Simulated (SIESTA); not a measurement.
The system is HfB2.

```
Hf B
1.0
     3.14000    0.00000    0.00000
    -1.57000    2.71932    0.00000
     0.00000    0.00000    3.48000
Hf B
1 2
Cartesian
  0.0000 0.0000 0.0000
  1.5700 0.9064 1.7400
  0.0000 1.8129 1.7400
```

Base run:

```yaml
Program: SIESTA 5.4.2
Functional: vdW-DF
Potentials_or_basis: PseudoDojo 0.4 standard (PBE files)
Basis: DZP (energy shift 0.003 Ry; two zetas on semicore shells)
Grid_cutoff: 800 Ry
Energy_shift: 0.003 Ry
k_mesh: 10 × 10 × 8
Occupations: fermi-dirac, width 0.05 eV
Spin: no spin polarisation
```

Its results: band gap on the k mesh none (metal or under the smearing width); pressure 7.7 GPa.

Question: The run is repeated on the same cell with these changes: functional from vdW-DF to vdW-DF-C09. What comes out?

Answer: Band gap on the k mesh none (metal or under the smearing width); pressure -1.5 GPa.

Caveats: short orbitals over semicore shells can move pressures by several GPa; the potentials were made for another functional, which shifts forces and pressure; the basis of atomic orbitals isn't converged, which shifts pressures, moduli and gaps.

Not every run made on this cell is shown here.
